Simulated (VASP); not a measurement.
Here is a VASP 6.6.1 calculation.

File INCAR:

```
SYSTEM = MnF2
ALGO = Normal
EDIFF = 1E-6
ENCUT = 520
ISIF = 2
ISMEAR = 0
ISPIN = 2
LASPH = .True.
LCHARG = .False.
LDAU = .True.
LDAUJ = 0 0
LDAUL = 2 -1
LDAUPRINT = 1
LDAUTYPE = 2
LDAUU = 7 0
LMAXMIX = 4
LORBIT = 11
LREAL = .False.
LWAVE = .False.
MAGMOM = 4 0 0
NELM = 120
NUPDOWN = 0
PREC = Accurate
SIGMA = 0.05
```

The input KPOINTS:

```
k-points
0
Gamma
  7 7 7
  0 0 0
```

POSCAR

```
MnF2
1.0
    1.5868133000      0.9161470900      4.7975342500
   -1.5868133000      0.9161470900      4.7975342500
    0.0000000000     -1.8322941800      4.7975342500
Mn F
1 2
Direct
    0.0000000000      0.0000000000      0.0000000000
    0.2520000000      0.2520000000      0.2520000000
    0.7480000000      0.7480000000      0.7480000000
```

Potentials or basis: VASP PAW LDA potentials, release 64 (Mn_pv, F).

Launch:

```console
$ cat potpaw_LDA.64/Mn_pv/POTCAR potpaw_LDA.64/F/POTCAR > POTCAR
$ mpirun -np 1 vasp_std > vasp.out
```

Problem. Estimate the largest force.

Solution. 1.697 eV/Å.

Problem. What does it give for the pressure?

Solution. -13.7 GPa.

Forces on the atoms (eV/Å):
```
Mn   0.000  0.000  0.000
F    0.000  0.000  1.697
F    0.000  0.000 -1.697
```

Caveat: the moment is held away from its start; the total moment is fixed, so each spin has its own Fermi level; forces of over 1 eV/Å show positions far from the minimum, so gaps and moduli don't describe the material at rest. The state reached can hang on the start; a lower one may exist.
